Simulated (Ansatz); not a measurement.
The system is Ir.

```
CELL_PARAMETERS angstrom
0.00000 1.91560 1.91560
1.91560 0.00000 1.91560
1.91560 1.91560 0.00000
ATOMIC_POSITIONS crystal
Ir 0.00000 0.00000 0.00000
```

Base run:

| Item | Value |
| --- | --- |
| Program | Ansatz 0.2.0 |
| Functional | BLYP |
| Potentials or basis | Ansatz PAW |
| Cutoff | 420 eV (not typed: the program's choice for these potentials) |
| k mesh | 12 × 12 × 12 |
| Occupations | fermi-dirac, width 0.05 eV |
| Spin | no spin polarisation |

Its results: band gap on the k mesh none (metal or under the smearing width); pressure 28.8 GPa.

**Question.** The run is repeated on the same cell with these changes: functional from BLYP to PBE; occupations from fermi-dirac, width 0.05 eV to gaussian, width 0.012 eV. What comes out?

**Answer.** Band gap on the k mesh none (metal or under the smearing width); pressure 11.1 GPa.

Caveats: a pressure of tens of GPa on the cell as given is suspect, and the run, the potentials or the cell itself is likely at fault (some runs); spin-orbit coupling is left out, which moves the levels of the heavy elements (some runs); the PAW data sets come from PBE, with cores solved anew for the run's functional, which leaves a small shift of forces and pressure (some runs).
